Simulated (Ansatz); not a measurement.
Straining P

Level of theory: DFT PBE, scalar-relativistic, plane waves, PAW in Ansatz 0.2.0. Run with 420 eV cutoff, 8×1×6 k-mesh, Gaussian smearing of 0.02 eV, no spin polarisation.

Reference structure (relaxed):

```
P
1.0
     3.30312    0.00000    0.00000
     0.00000   34.86297    0.00000
     0.00000    0.00000    4.63497
P
4
Direct
  0.00000 0.96981 0.58915
  0.00000 0.03019 0.41085
  0.50000 0.03019 0.08915
  0.50000 0.96981 0.91085
```

Deformation: all cell vectors scaled alike, the atoms relaxed, all within the symmetry that the strain leaves. Energies are extrapolated to zero smearing. Stress is positive in compression, on the Cartesian axes of the cell above. Gaps are Kohn–Sham gaps over the whole zone.

Strains computed: -4.5, -3.0, -1.5, +1.5, +3.0, +4.5 %.

Question: At which strain does the energy stand 16.2 meV/atom over the relaxed crystal with σxx = -0.86, σyy = 0.00, σzz = -0.30 GPa?

Answer: +3.0 %. The gap there is 1.18 eV against 0.91 unstrained.

This form isn't the element's structure at ambient conditions.